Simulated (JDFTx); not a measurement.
Crystal: SnO.

```
Sn O
1.0
     3.81370    0.00000    0.00000
     0.00000    3.81370    0.00000
     0.00000    0.00000    4.88691
Sn O
2 2
Direct
  0.50000 0.00000 0.76463
  0.00000 0.50000 0.23537
  0.00000 0.00000 0.00000
  0.50000 0.50000 0.00000
```

The cell is a database's computed one.

Base run:

- Program: JDFTx 1.7.0 (patched build)
- Functional: PBEsol
- Potentials or basis: PseudoDojo-SR-PBEsol-0.4.1-standard with smoothed tails
- Cutoff: 1143 eV
- Density cutoff: 9143 eV
- k mesh: 7 × 7 × 6
- Occupations: fermi-dirac, width 0.05 eV
- Spin: no spin polarisation

Its results: band gap on the k mesh 0.35 eV, indirect (least direct gap 1.98 eV); pressure 0.0 GPa; largest force 0.158 eV/Å.

Problem. The run is repeated on the same cell with these changes: k mesh from 7 × 7 × 6 to 6 × 6 × 5. What comes out?

Solution. Band gap on the k mesh 0.13 eV, indirect (least direct gap 1.96 eV); pressure 0.0 GPa; largest force 0.168 eV/Å.

Caveats: spin-orbit coupling is left out, which moves the levels of the heavy elements; an odd mesh through Γ misses points on the zone boundary, where band edges often lie.

Not every run made on this cell is shown here.
